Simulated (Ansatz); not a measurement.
BaF2:
```
BaF2
1.0
    0.00000     3.09737     3.09737
    3.09737     0.00000     3.09737
    3.09737     3.09737     0.00000
Ba F
1 2
Direct
  0.00000   0.00000   0.00000
  0.25000   0.25000   0.25000
  0.75000   0.75000   0.75000
```

Cartesian axes are those of the cell as given.

### Question
Give the high-frequency dielectric tensor and the Born effective charge tensors of the independent atoms from DFPT, r²SCAN in the plane-wave PAW code Ansatz.

### Answer

ε∞:
```
2.27  0.00  0.00
0.00  2.27  0.00
0.00  0.00  2.27
```
Z* of atom 1 (Ba), rows: field, columns: displacement, in e:
```
2.58  0.00  0.00
0.00  2.58  0.00
0.00  0.00  2.58
```
Z* of atom 2 (F), rows: field, columns: displacement, in e:
```
-1.29   0.00   0.00
 0.00  -1.29   0.00
 0.00   0.00  -1.29
```

Static charges for comparison (Bader): Ba1 +1.72, F2 -0.86 e. Born charges measure polarisation by displacement and can exceed these by far.

Space group Fm-3m (fluorite). The r²SCAN relaxation kept the symmetry of its start; phonons on a q-mesh show no instability. Scalar-relativistic: spin–orbit coupling is off unless named, which matters more the heavier the elements.

Potentials: the later of the program's two PAW sets.
